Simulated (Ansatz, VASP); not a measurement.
# TlCl in VASP and in Ansatz

INCAR

```
SYSTEM = TlCl
  ALGO = Normal
  EDIFF = 1E-7
  ENCUT = 520
  GGA = PE
  ISIF = 2
  ISMEAR = -1
  LASPH = .True.
  LCHARG = .False.
  LREAL = .False.
  LWAVE = .False.
  NBANDS = 17
  NELM = 100
  PREC = Accurate
  SIGMA = 0.05
```

Contents of KPOINTS:

```
k-points
0
Gamma
  7 7 7
  0 0 0
```

POSCAR

```
TlCl
1.0
    3.9091955612      0.0000000000      0.0000000000
    0.0000000000      3.9091955612      0.0000000000
    0.0000000000      0.0000000000      3.9091955612
Tl Cl
1 1
Direct
    0.0000000000      0.0000000000      0.0000000000
    0.5000000000      0.5000000000      0.5000000000
```

input.yaml

```yaml
crystal:
  lattice:
    - [3.9091955612, 0.0, 0.0]
    - [0.0, 3.9091955612, 0.0]
    - [0.0, 0.0, 3.9091955612]
  atoms:
    - { symbol: Tl, position: [0.0, 0.0, 0.0] }
    - { symbol: Cl, position: [0.5, 0.5, 0.5] }
hamiltonian:
  xc: pbe
  pseudopotentials: { kind: paw }
kpoints:
  mp_grid: { grid: [7, 7, 7] }
scf:
  occupations: { method: fermi_dirac, width: 0.05 }
output:
  forces: true
  stress: true
  eigenvalues: true
```

Change from the starting cell: volume scaled by 1.06.

Alike in both runs: task single point; functional PBE; k mesh 7 × 7 × 7; occupations fermi-dirac, width 0.05 eV; no spin polarisation.

|  | VASP | Ansatz |
| --- | --- | --- |
| version | VASP 6.6.1 | Ansatz 0.2.0 |
| potentials or method | VASP PAW PBE potentials, release 64 (Tl_d, Cl) | Ansatz PAW |
| plane-wave cutoff (eV) | 520 | 420 |
| valence electrons in the cell | 20 | 20 |

|  | VASP | Ansatz | Ansatz less VASP |
| --- | --- | --- | --- |
| gap on the k mesh at the Fermi level (eV) | 2.62 | 2.61 | -0.005 |
| least direct gap on the mesh (eV) | 2.62 | 2.61 | -0.005 |
| pressure (GPa) | -0.2 | -0.2 | +0.07 |

With one functional, cell and mesh, what is left measures potentials, basis and numerics.

Caveats: spin-orbit coupling is left out, which as a rule narrows the gap of such compounds by several tenths of an eV; an odd mesh through Γ misses points on the zone boundary, where band edges often lie (VASP); odd divisions of the mesh miss points on the zone boundary, where band edges often lie, so the gap on the mesh can be too wide (Ansatz).
